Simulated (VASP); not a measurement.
# Na (P6_3/mmc) in VASP: a series of runs

The runs below take Na through single point, with PBE.

Everything below comes from runs of VASP 6.6.1. Logs are shortened: lines on timing, memory, paths and dates and some standing lists are left out, and cuts for length are marked.

### Step 1. The crystal as given

The structure is hexagonal, space group P6_3/mmc (No. 194). Conventional cell: a = 3.767 Å, b = 3.767 Å, c = 6.154 Å, α = 90.00°, β = 90.00°, γ = 120.00°. Around Na (site symmetry -6m2) lie 12 Na at 3.77 Å.

This isn't the form of Na at room conditions, which is bcc.

### Step 2. Single point, PBE

Contents of INCAR:

```
SYSTEM = Na
PREC     = Accurate       ! precision mode
ENCUT    = 460            ! plane-wave cutoff, eV
EDIFF    = 1E-6           ! SCF threshold, eV
ISMEAR   = 0              ! smearing method
SIGMA    = 0.2            ! smearing width, eV
LREAL    = .FALSE.        ! projectors in reciprocal space
LASPH    = .TRUE.         ! aspherical terms in the spheres
NELM     = 100            ! most SCF steps
ALGO     = Normal         ! electronic algorithm
ISIF     = 2              ! what is computed and relaxed
LWAVE    = .FALSE.        ! write WAVECAR
LCHARG   = .FALSE.        ! write CHGCAR
GGA      = PE             ! functional
NBANDS   = 14             ! bands
ADDGRID  = .FALSE.
```

Contents of KPOINTS:

```
regular mesh
0
G
  5 5 3
  0 0 0
```

Contents of POSCAR:

```
Na
1.0
    3.7670000000      0.0000000000      0.0000000000
   -1.8835000000      3.2623176961      0.0000000000
    0.0000000000      0.0000000000      6.1540000000
Na
2
Direct
    0.6666666667      0.3333333333      0.7500000000
    0.3333333333      0.6666666667      0.2500000000
```

Potentials or basis: VASP PAW PBE potentials, release 64 (Na_pv).

On the command line:

```console
$ cat potpaw_PBE.64/Na_pv/POTCAR > POTCAR
$ mpirun -np 1 vasp_std > vasp.out
```

OUTCAR:

```text
SYSTEM = Na
   PREC = Accurate
   ENCUT = 460
   EDIFF = 1E-6
   ISMEAR = 0
   LREAL = .FALSE.
   LASPH = .TRUE.
   NELM = 100
   ISIF = 2
   GGA = PE

 Found     10 irreducible k-points:

 Following reciprocal coordinates:
            Coordinates               Weight
  0.000000  0.000000  0.000000      1.000000
  0.200000 -0.000000  0.000000      6.000000
  0.400000 -0.000000  0.000000      6.000000
  0.200000  0.200000  0.000000      6.000000
  0.400000  0.200000  0.000000      6.000000
  0.000000  0.000000  0.333333      2.000000
   k-points           NKPTS =     10   k-points in BZ     NKDIM =     10   number of bands    NBANDS=     14
   number of dos      NEDOS =    301   number of ions     NIONS =      2
   total plane-waves  NPLWV =  37632
   dimension x,y,z NGX =    28 NGY =   28 NGZ =   48
   dimension x,y,z NGXF=    56 NGYF=   56 NGZF=   96
   ions per type =               2
   NGX,Y,Z   is equivalent  to a cutoff of  12.36, 12.36, 12.97 a.u.
   NGXF,Y,Z  is equivalent  to a cutoff of  24.71, 24.71, 25.93 a.u.
 SYSTEM =  Na
   PREC   = accura    normal or accurate (medium, high low for compatibility)
   ISTART =      0    job   : 0-new  1-cont  2-samecut
   ICHARG =      2    charge: 1-file 2-atom 10-const
   ISPIN  =      1    spin polarized calculation?
   LNONCOLLINEAR =      F non collinear calculations
   LSORBIT =      F    spin-orbit coupling
   LASPH  =      T    aspherical Exc in radial PAW
   ENCUT  =  460.0 eV  33.81 Ry    5.81 a.u.   6.59  6.59 10.76*2*pi/ulx,y,z
   NELM   =    100;   NELMIN=  2; NELMDL= -5     # of ELM steps
   EDIFF  = 0.1E-05   stopping-criterion for ELM
   LREAL  =      F    real-space projection
   EDIFFG = 0.1E-04   stopping-criterion for IOM
   NSW    =      0    number of steps for IOM
   IBRION =     -1    ionic relax: 0-MD 1-quasi-New 2-CG
   NFREE  =      0    steps in history (QN), initial steepest desc. (CG)
   ISIF   =      2    stress and relaxation
   ISYM   =      2    0-nonsym 1-usesym 2-fastsym
   POTIM  = 0.5000    time-step for ionic-motion
   TEBEG  =    0.0;   TEEND  =   0.0 temperature during run
   PSTRESS=    0.0 pullay stress
   NELECT =      14.0000    total number of electrons
   NUPDOWN=      -1.0000    fix difference up-down
   EMIN   =  10.00;   EMAX   =-10.00  energy-range for DOS
   EFERMI =   0.00;   METHOD = LEGACY
   ISMEAR =     0;   SIGMA  =   0.20  broadening in eV -4-tet -1-fermi 0-gaus
   EFERMI_NEDOS =   21; number of points for ismear=-14 and -15
   IALGO  =     38    algorithm
   IMIX   =      4    mixing-type and parameters
     AMIX     =   0.40;   BMIX     =  1.00
     AMIX_MAG =   1.60;   BMIX_MAG =  1.00
  volume/ion in A,a.u.               =      37.81       255.18
  Fermi-wavevector in a.u.,A,eV,Ry     =   0.933020  1.763153 11.844235  0.870527
  Thomas-Fermi vector in A             =   2.059678
   LORBIT       =      0    0 simple, 1 ext, 2 COOP (PROOUT), +10 PAW based schemes
   GGA     = PE    functional components
   LHFCALC =     F    Hartree Fock is set to
   AEXX    =    0.0000 exact exchange contribution
   IVDW    =     0    specifies the selected vdW correction
   LEPSILON=     F    determine dielectric tensor
   LRPA    =     F    only Hartree local field effects (RPA)
 non-spin polarized calculation
 Gauss-broadening in eV      SIGMA  =   0.20
  energy-cutoff  :      460.00
  volume of cell :       75.63
 maximum number of plane-waves:      1737
 NGX is ok and might be reduce to    28
   NGX = 13   NGY = 13   NGZ = 21

 number of electron      14.0000011 magnetization

 Free energy of the ion-electron system (eV)
  ---------------------------------------------------
  ext. energy  EPLUGINS =         0.00000000
  ---------------------------------------------------
  free energy    TOTEN  =        -2.69479842 eV

  energy without entropy =       -2.67828483  energy(sigma->0) =       -2.68654163

 E-fermi :   0.4354     XC(G=0):  -6.4505

 val. band max:       -0.2421682552   @ k =   0.4000  -0.0000   0.3333
 cond. band min:       0.4964708424   @ k =   0.2000   0.2000   0.3333
 fundamental gap:      0.7386390976
 Fermi energy:         0.4353834756

 k-point     1 :       0.0000    0.0000    0.0000
  band No.  band energies     occupation
      1     -24.6719      2.00000
      2     -24.6443      2.00000
      3     -24.6443      2.00000
      4     -24.6398      2.00000
      5     -24.6397      2.00000
      6     -24.6394      2.00000
      7      -2.9660      2.00000
      8       0.8234      0.00607
      9       1.2086      0.00000
     10      10.1444      0.00000
     11      10.1445      0.00000
     12      10.4840      0.00000
     13      10.4841      0.00000
     14      10.6378      0.00000

 k-point     2 :       0.2000   -0.0000    0.0000
  band No.  band energies     occupation
      1     -24.6679      2.00000
      2     -24.6527      2.00000
      3     -24.6483      2.00000
      4     -24.6469      2.00000
      5     -24.6412      2.00000
      6     -24.6411      2.00000
      7      -2.3844      2.00000
      8       1.3439      0.00000
      9       1.7690      0.00000
     10       5.9207      0.00000
     11       8.3953      0.00000
     12       8.4618      0.00000
     13       9.2660      0.00000
     14      10.4935      0.00000
[... 37 lines left out ...]
      1     -24.6663      2.00000
      2     -24.6614      2.00000
      3     -24.6562      2.00000
      4     -24.6552      2.00000
      5     -24.6498      2.00000
      6     -24.6487      2.00000
      7       0.9148      0.00070
      8       1.0371      0.00002
      9       3.5255      0.00000
     10       4.4884      0.00000
     11       4.5047      0.00000
     12       4.9225      0.00000
     13       5.9909      0.00000
     14       7.1512      0.00000

 k-point     6 :       0.0000    0.0000    0.3333
  band No.  band energies     occupation
      1     -24.6637      2.00000
      2     -24.6476      2.00000
      3     -24.6431      2.00000
      4     -24.6431      2.00000
      5     -24.6409      2.00000
      6     -24.6409      2.00000
      7      -2.5114      2.00000
      8      -1.1709      2.00000
      9       3.9785      0.00000
     10       7.6354      0.00000
     11      10.4683      0.00000
     12      10.4683      0.00000
     13      10.7021      0.00000
     14      10.7021      0.00000

 [... further k-points ...]

------------------------ aborting loop because EDIFF is reached ----------------------------------------

  FORCE on cell =-STRESS in cart. coord.  units (eV):
  Direction    XX          YY          ZZ          XY          YZ          ZX
  --------------------------------------------------------------------------------------
  -------------------------------------------------------------------------------------
  Total       -0.1516064     -0.1516064     -0.1059503     -0.0000000      0.0000000      0.0000000
  in kB       -3.2118012     -3.2118012     -2.2445720     -0.0000000      0.0000000      0.0000000
  external PRESSURE =      -2.8893915 kB  Pullay stress =       0.0000000 kB

 VOLUME and BASIS-vectors are now :
 -----------------------------------------------------------------------------
  energy-cutoff  :      460.00
  volume of cell :       75.63
      direct lattice vectors                 reciprocal lattice vectors
     3.767000000  0.000000000  0.000000000     0.265463233  0.153265269  0.000000000
    -1.883500000  3.262317696  0.000000000     0.000000000  0.306530538  0.000000000
     0.000000000  0.000000000  6.154000000     0.000000000  0.000000000  0.162495938

 POSITION                                       TOTAL-FORCE (eV/Angst)
 -----------------------------------------------------------------------------------
      1.88350      1.08744      4.61550         0.000000     -0.000000      0.000000
     -0.00000      2.17488      1.53850        -0.000000      0.000000      0.000000
 -----------------------------------------------------------------------------------
    total drift:                                0.000000     -0.000000      0.000000

  FREE ENERGIE OF THE ION-ELECTRON SYSTEM (eV)
  ---------------------------------------------------
  free  energy   TOTEN  =        -2.6947984218 eV

  energy  without entropy=       -2.6782848314  energy(sigma->0) =       -2.68654163
```

stdout:

```text
POSCAR found type information on POSCAR Na
 POSCAR found :  1 types and       2 ions
 scaLAPACK will be used
 LDA part: xc-table for (Slater+PW92), standard interpolation
 POSCAR, INCAR and KPOINTS ok, starting setup
 FFT: planning ... GRIDC
 FFT: planning ... GRID_SOFT
 FFT: planning ... GRID
 WAVECAR not read
 entering main loop
```

It took 5.8 s on 1 thread of Intel Xeon Platinum 8488C (Sapphire Rapids), shared host; peak memory 0.17 GiB.

These settings aren't checked as converged: the numbers below hold their error.

What came out:

- Free energy: -2.6948 eV
- Pressure: -0.3 GPa
- Band gap on the k mesh: none (metal or under the smearing width)

Caveat: the k mesh is coarse (spacing up to 0.39 Å⁻¹), so the values aren't converged.

### Step 3. Single point, PBE

INCAR is that of step 2.

KPOINTS is that of step 2.

Contents of POSCAR:

```
Na
1.0
    3.7670000000      0.0000000000      0.0000000000
   -1.8835000000      3.2623176961      0.0000000000
    0.0000000000      0.0000000000      6.1540000000
Na
2
Direct
    0.6607270000      0.3253030000      0.7651560000
    0.3322080000      0.6634530000      0.2738460000
```

Potentials or basis: VASP PAW PBE potentials, release 64 (Na_pv).

On the command line:

```console
$ cat potpaw_PBE.64/Na_pv/POTCAR > POTCAR
$ mpirun -np 1 vasp_std > vasp.out
```

Wall time 20 s (1 thread of Intel Xeon Platinum 8488C (Sapphire Rapids), shared host); peak memory 0.18 GiB.

The run converged, but some of its settings lie outside the range that counts as converged, so its numbers aren't taken as properties of the crystal.

What came out:

```yaml
Free_energy: -2.6938 eV
Pressure: -0.3 GPa
Largest_force: 0.035 eV/Å
Band_gap_on_the_k_mesh: none (metal or under the smearing width)
```

Caveat: the k mesh is coarse (spacing up to 0.39 Å⁻¹), so the values aren't converged.

### Step 4. Single point, PBE

Changes to INCAR since step 3:

```diff
@@ -5,3 +5,3 @@
 ISMEAR   = 0              ! smearing method
-SIGMA    = 0.2            ! smearing width, eV
+SIGMA    = 0.4            ! smearing width, eV
 LREAL    = .FALSE.        ! projectors in reciprocal space
```

KPOINTS is that of step 3.

Contents of POSCAR:

```
Na
1.0
    3.7670000000      0.0000000000      0.0000000000
   -1.8835000000      3.2623176961      0.0000000000
    0.0000000000      0.0000000000      6.1540000000
Na
2
Direct
    0.6666666667      0.3333333333      0.7500000000
    0.3333333333      0.6666666667      0.2500000000
```

Potentials or basis: VASP PAW PBE potentials, release 64 (Na_pv).

On the command line:

```console
$ cat potpaw_PBE.64/Na_pv/POTCAR > POTCAR
$ mpirun -np 1 vasp_std > vasp.out
```

OUTCAR:

```text
SYSTEM = Na
   PREC = Accurate
   ENCUT = 460
   EDIFF = 1E-6
   ISMEAR = 0
   LREAL = .FALSE.
   LASPH = .TRUE.
   NELM = 100
   ISIF = 2
   GGA = PE

 Found     10 irreducible k-points:

 Following reciprocal coordinates:
            Coordinates               Weight
  0.000000  0.000000  0.000000      1.000000
  0.200000 -0.000000  0.000000      6.000000
  0.400000 -0.000000  0.000000      6.000000
  0.200000  0.200000  0.000000      6.000000
  0.400000  0.200000  0.000000      6.000000
  0.000000  0.000000  0.333333      2.000000
   k-points           NKPTS =     10   k-points in BZ     NKDIM =     10   number of bands    NBANDS=     14
   number of dos      NEDOS =    301   number of ions     NIONS =      2
   total plane-waves  NPLWV =  37632
   dimension x,y,z NGX =    28 NGY =   28 NGZ =   48
   dimension x,y,z NGXF=    56 NGYF=   56 NGZF=   96
   ions per type =               2
   NGX,Y,Z   is equivalent  to a cutoff of  12.36, 12.36, 12.97 a.u.
   NGXF,Y,Z  is equivalent  to a cutoff of  24.71, 24.71, 25.93 a.u.
 SYSTEM =  Na
   PREC   = accura    normal or accurate (medium, high low for compatibility)
   ISTART =      0    job   : 0-new  1-cont  2-samecut
   ICHARG =      2    charge: 1-file 2-atom 10-const
   ISPIN  =      1    spin polarized calculation?
   LNONCOLLINEAR =      F non collinear calculations
   LSORBIT =      F    spin-orbit coupling
   LASPH  =      T    aspherical Exc in radial PAW
   ENCUT  =  460.0 eV  33.81 Ry    5.81 a.u.   6.59  6.59 10.76*2*pi/ulx,y,z
   NELM   =    100;   NELMIN=  2; NELMDL= -5     # of ELM steps
   EDIFF  = 0.1E-05   stopping-criterion for ELM
   LREAL  =      F    real-space projection
   EDIFFG = 0.1E-04   stopping-criterion for IOM
   NSW    =      0    number of steps for IOM
   IBRION =     -1    ionic relax: 0-MD 1-quasi-New 2-CG
   NFREE  =      0    steps in history (QN), initial steepest desc. (CG)
   ISIF   =      2    stress and relaxation
   ISYM   =      2    0-nonsym 1-usesym 2-fastsym
   POTIM  = 0.5000    time-step for ionic-motion
   TEBEG  =    0.0;   TEEND  =   0.0 temperature during run
   PSTRESS=    0.0 pullay stress
   NELECT =      14.0000    total number of electrons
   NUPDOWN=      -1.0000    fix difference up-down
   EMIN   =  10.00;   EMAX   =-10.00  energy-range for DOS
   EFERMI =   0.00;   METHOD = LEGACY
   ISMEAR =     0;   SIGMA  =   0.40  broadening in eV -4-tet -1-fermi 0-gaus
   EFERMI_NEDOS =   21; number of points for ismear=-14 and -15
   IALGO  =     38    algorithm
   IMIX   =      4    mixing-type and parameters
     AMIX     =   0.40;   BMIX     =  1.00
     AMIX_MAG =   1.60;   BMIX_MAG =  1.00
[... 21 lines left out ...]
  ---------------------------------------------------
  ext. energy  EPLUGINS =         0.00000000
  ---------------------------------------------------
  free energy    TOTEN  =        -2.71283695 eV

  energy without entropy =       -2.66971543  energy(sigma->0) =       -2.69127619

 E-fermi :   0.3630     XC(G=0):  -6.4506

 val. band max:       -0.2422462238   @ k =   0.4000  -0.0000   0.3333
 cond. band min:       0.4963918689   @ k =   0.2000   0.2000   0.3333
 fundamental gap:      0.7386380927
 Fermi energy:         0.3629742104

 k-point     1 :       0.0000    0.0000    0.0000
  band No.  band energies     occupation
      1     -24.6722      2.00000
      2     -24.6446      2.00000
      3     -24.6446      2.00000
      4     -24.6401      2.00000
      5     -24.6401      2.00000
      6     -24.6398      2.00000
      7      -2.9660      2.00000
      8       0.8233      0.10365
      9       1.2086      0.00279
     10      10.1443      0.00000
     11      10.1444      0.00000
     12      10.4840      0.00000
     13      10.4840      0.00000
     14      10.6377      0.00000
[... 71 lines left out ...]
      1     -24.6641      2.00000
      2     -24.6479      2.00000
      3     -24.6435      2.00000
      4     -24.6435      2.00000
      5     -24.6412      2.00000
      6     -24.6412      2.00000
      7      -2.5115      2.00000
      8      -1.1709      2.00000
      9       3.9784      0.00000
     10       7.6354      0.00000
     11      10.4682      0.00000
     12      10.4683      0.00000
     13      10.7021      0.00000
     14      10.7021      0.00000

 [... further k-points ...]

------------------------ aborting loop because EDIFF is reached ----------------------------------------

  FORCE on cell =-STRESS in cart. coord.  units (eV):
  Direction    XX          YY          ZZ          XY          YZ          ZX
  --------------------------------------------------------------------------------------
  -------------------------------------------------------------------------------------
  Total       -0.1448518     -0.1448518     -0.1075526      0.0000000      0.0000000      0.0000000
  in kB       -3.0687045     -3.0687045     -2.2785164      0.0000000      0.0000000      0.0000000
  external PRESSURE =      -2.8053085 kB  Pullay stress =       0.0000000 kB

 VOLUME and BASIS-vectors are now :
 -----------------------------------------------------------------------------
  energy-cutoff  :      460.00
  volume of cell :       75.63
      direct lattice vectors                 reciprocal lattice vectors
     3.767000000  0.000000000  0.000000000     0.265463233  0.153265269  0.000000000
    -1.883500000  3.262317696  0.000000000     0.000000000  0.306530538  0.000000000
     0.000000000  0.000000000  6.154000000     0.000000000  0.000000000  0.162495938

 POSITION                                       TOTAL-FORCE (eV/Angst)
 -----------------------------------------------------------------------------------
      1.88350      1.08744      4.61550        -0.000000     -0.000000      0.000000
     -0.00000      2.17488      1.53850         0.000000      0.000000      0.000000
 -----------------------------------------------------------------------------------
    total drift:                                0.000000     -0.000000      0.000000

  FREE ENERGIE OF THE ION-ELECTRON SYSTEM (eV)
  ---------------------------------------------------
  free  energy   TOTEN  =        -2.7128369498 eV

  energy  without entropy=       -2.6697154335  energy(sigma->0) =       -2.69127619
```

stdout:

```text
POSCAR found type information on POSCAR Na
 POSCAR found :  1 types and       2 ions
 scaLAPACK will be used
 LDA part: xc-table for (Slater+PW92), standard interpolation
 POSCAR, INCAR and KPOINTS ok, starting setup
 FFT: planning ... GRIDC
 FFT: planning ... GRID_SOFT
 FFT: planning ... GRID
 WAVECAR not read
 entering main loop
```

Run time: 5 s. Hardware: 1 thread of Intel Xeon Platinum 8488C (Sapphire Rapids), shared host; peak memory 0.16 GiB.

The run converged, but some of its settings lie outside the range that counts as converged, so its numbers aren't taken as properties of the crystal.

What came out:

| Item | Value |
| --- | --- |
| Free energy | -2.7128 eV |
| Pressure | -0.3 GPa |
| Band gap on the k mesh | none (metal or under the smearing width) |

Caveat: the k mesh is coarse (spacing up to 0.39 Å⁻¹), so the values aren't converged.

### Step 5. Single point, PBE

INCAR is that of step 4.

KPOINTS is that of step 4.

Contents of POSCAR:

```
Na
1.0
    3.7670000000      0.0000000000      0.0000000000
   -1.8835000000      3.2623176961      0.0000000000
    0.0000000000      0.0000000000      6.1540000000
Na
2
Direct
    0.6607270000      0.3253030000      0.7651560000
    0.3322080000      0.6634530000      0.2738460000
```

On the command line:

```console
$ cat potpaw_PBE.64/Na_pv/POTCAR > POTCAR
$ mpirun -np 1 vasp_std > vasp.out
```

It took 26 s on 1 thread of Intel Xeon Platinum 8488C (Sapphire Rapids), shared host; peak memory 0.17 GiB.

These settings aren't checked as converged: the numbers below hold their error.

What came out:

```yaml
Free_energy: -2.7119 eV
Pressure: -0.3 GPa
Largest_force: 0.035 eV/Å
Band_gap_on_the_k_mesh: none (metal or under the smearing width)
```

Caveat: the k mesh is coarse (spacing up to 0.39 Å⁻¹), so the values aren't converged.
